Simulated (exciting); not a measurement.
# InPd (Pm-3m) in exciting: notebook, part 2 of 2

exciting (release sodium). Earlier steps stand in the parts before.

## (3) Effective masses, LDA-PZ

Input file run_exciting.py:

```python
import subprocess
import xml.etree.ElementTree as ET
from ase.io import read
from ase.units import Bohr

atoms = read("InPd.cif")
import spglib
from ase import Atoms
cell, positions, numbers = spglib.find_primitive((atoms.cell[:], atoms.get_scaled_positions(), atoms.numbers), symprec=1e-5)
atoms = Atoms(numbers, cell=cell, scaled_positions=positions, pbc=True)
rmt = {'In': 2.3, 'Pd': 2.3}  # bohr
tasks = """
<groundstate do="fromscratch" ngridk="8 8 8" rgkmax="8" gmaxvr="14" lmaxapw="10" lmaxmat="10" lmaxvr="8" xctype="LDA_PZ" stype="Fermi Dirac" swidth="0.00367493" nempty="14" ValenceRelativity="iora*" epsengy="1e-05" epspot="1e-05" maxscl="60" outputlevel="low"/>
<properties>
  <masstensor vklem="0 0 0" ndspem="1" deltaem="0.025"/>
</properties>
"""

root = ET.Element("input")
ET.SubElement(root, "title").text = "InPd"
structure = ET.SubElement(root, "structure", speciespath="./", tshift="false")
crystal = ET.SubElement(structure, "crystal", scale="1.0")
for vector in atoms.cell / Bohr:
    ET.SubElement(crystal, "basevect").text = " ".join(f"{x:.12f}" for x in vector)
symbols = atoms.get_chemical_symbols()
for element in dict.fromkeys(symbols):
    species = ET.SubElement(structure, "species", speciesfile=element + ".xml", rmt=str(rmt[element]))
    for symbol, position in zip(symbols, atoms.get_scaled_positions(wrap=False)):
        if symbol == element:
            ET.SubElement(species, "atom", coord=" ".join(f"{x:.12f}" for x in position))
root.extend(ET.fromstring("<tasks>" + tasks + "</tasks>"))
ET.indent(root)
ET.ElementTree(root).write("input.xml")
subprocess.run(["exciting_smp"], check=True)
```

Input file InPd.cif:

```cif
data_InPd
_cell_length_a 3.27188478
_cell_length_b 3.27188478
_cell_length_c 3.27188478
_cell_angle_alpha 90.00000000
_cell_angle_beta 90.00000000
_cell_angle_gamma 90.00000000
_space_group_name_H-M_alt 'Pm-3m'
_space_group_name_Hall '-P 4 2 3'
_space_group_IT_number 221
loop_
_space_group_symop_operation_xyz
'x,y,z'
'-x,-y,-z'
'-y,x,z'
'y,-x,-z'
'-x,-y,z'
'x,y,-z'
'y,-x,z'
'-y,x,-z'
'x,-y,-z'
'-x,y,z'
'-y,-x,-z'
'y,x,z'
'-x,y,-z'
'x,-y,z'
'y,x,-z'
'-y,-x,z'
'z,x,y'
'-z,-x,-y'
'z,-y,x'
'-z,y,-x'
'z,-x,-y'
'-z,x,y'
'z,y,-x'
'-z,-y,x'
'-z,x,-y'
'z,-x,y'
'-z,-y,-x'
'z,y,x'
'-z,-x,y'
'z,x,-y'
'-z,y,x'
'z,-y,-x'
'y,z,x'
'-y,-z,-x'
'x,z,-y'
'-x,-z,y'
'-y,z,-x'
'y,-z,x'
'-x,z,y'
'x,-z,-y'
'-y,-z,x'
'y,z,-x'
'-x,-z,-y'
'x,z,y'
'y,-z,-x'
'-y,z,x'
'x,-z,y'
'-x,z,-y'
loop_
_atom_site_label
_atom_site_type_symbol
_atom_site_symmetry_multiplicity
_atom_site_Wyckoff_symbol
_atom_site_fract_x
_atom_site_fract_y
_atom_site_fract_z
_atom_site_occupancy
In1 In 1 a 0.0000000000 0.0000000000 0.0000000000 1
Pd1 Pd 1 b 0.5000000000 0.5000000000 0.5000000000 1
```

Potentials or basis: all-electron LAPW+lo, shipped species files, valence relativity iora*.

The run is started by

```bash
$ OMP_NUM_THREADS=1 python run_exciting.py
```

Log:

```text
================================================================================
EXCITING SODIUM started
[... 10 lines left out ...]

 Lattice vectors (cartesian) :
      6.1829661495      0.0000000000      0.0000000000
      0.0000000000      6.1829661495      0.0000000000
      0.0000000000      0.0000000000      6.1829661495

 Reciprocal lattice vectors (cartesian) :
      1.0162089126      0.0000000000      0.0000000000
      0.0000000000      1.0162089126      0.0000000000
      0.0000000000      0.0000000000      1.0162089126

 Unit cell volume                           :     236.3690482456
 Brillouin zone volume                      :       1.0494191828

 Species :    1 (In)
     parameters loaded from                 :    In.xml
     name                                   :    indium

     atomic positions (lattice) :
       1 :   0.00000000  0.00000000  0.00000000

 Species :    2 (Pd)
     parameters loaded from                 :    Pd.xml
     name                                   :    palladium

     atomic positions (lattice) :
       1 :   0.50000000  0.50000000  0.50000000

 Total number of atoms per unit cell        :       2

 Spin treatment                             :    spin-unpolarised

 Number of Bravais lattice symmetries       :      48
 Number of crystal symmetries               :      48

 k-point grid                               :       8    8    8
 Total number of k-points                   :      35
 k-point set is reduced with crystal symmetries

 R^MT_min * |G+k|_max (rgkmax)              :       8.00000000

 G-vector grid sizes                        :      30    30    30
 Total number of G-vectors                  :   11019

 Total nuclear charge                       :     -95.00000000
 Total electronic charge                    :      95.00000000

 Number of empty states                     :      14
 Total number of valence states             :      33

 Exchange-correlation type                  :       2
     Perdew-Zunger, Phys. Rev. B 23, 5048 (1981)

 Smearing scheme                            :    Fermi-Dirac
 Smearing width                             :       0.00367493

++++++++++++++++++++++++++++++++++++++++++++++++++++++++++++++++++++++++++++++++
+ Ending initialization                                                        +
++++++++++++++++++++++++++++++++++++++++++++++++++++++++++++++++++++++++++++++++

********************************************************************************
* Groundstate module started                                                   *
********************************************************************************
 Output level for this task is set to low

++++++++++++++++++++++++++++++++++++++++++++++++++++++++++++++++++++++++++++++++
[... 5 lines left out ...]
+ SCF iteration number :    1                                                  +
++++++++++++++++++++++++++++++++++++++++++++++++++++++++++++++++++++++++++++++++
 Total energy                               :    -10893.32793964
 _______________________________________________________________
 Fermi energy                               :         0.39532888
 DOS at Fermi energy (states/Ha/cell)       :        37.27050605
 Electron charge: Core leakage              :         0.00072933

++++++++++++++++++++++++++++++++++++++++++++++++++++++++++++++++++++++++++++++++
+ SCF iteration number :    2                                                  +
++++++++++++++++++++++++++++++++++++++++++++++++++++++++++++++++++++++++++++++++
 Total energy                               :    -10918.81944174
 _______________________________________________________________
 Fermi energy                               :         0.34363370
 DOS at Fermi energy (states/Ha/cell)       :        20.54556009
 Electron charge: Core leakage              :         0.00072707
[... 161 lines left out ...]
++++++++++++++++++++++++++++++++++++++++++++++++++++++++++++++++++++++++++++++++
+ SCF iteration number :   15                                                  +
++++++++++++++++++++++++++++++++++++++++++++++++++++++++++++++++++++++++++++++++
 Total energy                               :    -10920.45812343
 _______________________________________________________________
 Fermi energy                               :         0.32624129
 DOS at Fermi energy (states/Ha/cell)       :        23.80978520
 Electron charge: Core leakage              :         0.00071118

 RMS change in effective potential (target) :  0.128696E-08  ( 0.100000E-04)
 Absolute change in total energy   (target) :  0.672268E-06  ( 0.100000E-04)
 Charge distance                   (target) :  0.462753E-09  ( 0.100000E-04)

++++++++++++++++++++++++++++++++++++++++++++++++++++++++++++++++++++++++++++++++
| Convergency criteria checked for the last 2 iterations                       +
| Convergence targets achieved. Performing final SCF iteration                 +
++++++++++++++++++++++++++++++++++++++++++++++++++++++++++++++++++++++++++++++++
 Total energy                               :    -10920.45812321
 _______________________________________________________________
 Fermi energy                               :         0.32624129
 DOS at Fermi energy (states/Ha/cell)       :        23.80978427
 Electron charge: Core leakage              :         0.00071118

++++++++++++++++++++++++++++++++++++++++++++++++++++++++++++++++++++++++++++++++
[... 12 lines left out ...]
| EXCITING SODIUM stopped                                                      =
================================================================================
```

Run time: 32 s. Hardware: 1 thread of AMD EPYC 9R45 (Zen 5), shared host; peak memory 0.13 GiB.

What came out:

```
Band gap on the k mesh               : none (metal or under the smearing width)
Density of states at the Fermi level : 0.87 states/eV per cell
```

Effective masses (electron masses; levels in eV from the Fermi level):
```
band  level          masses, principal
  15  -3.74        4.541, 4.541, 4.541
  16  -2.21     -1.110, -1.110, -1.110
  17  -2.21     -1.110, -1.110, -1.110
  18  -2.21  -18.619, -18.619, -18.619
  19   4.20     -0.110, -0.110, -0.110
  20   4.20        0.431, 0.431, 0.431
  21   4.20        0.431, 0.431, 0.431
```

Caveat: the masses are finite differences along the axes, which mix bands that are degenerate at the k point.
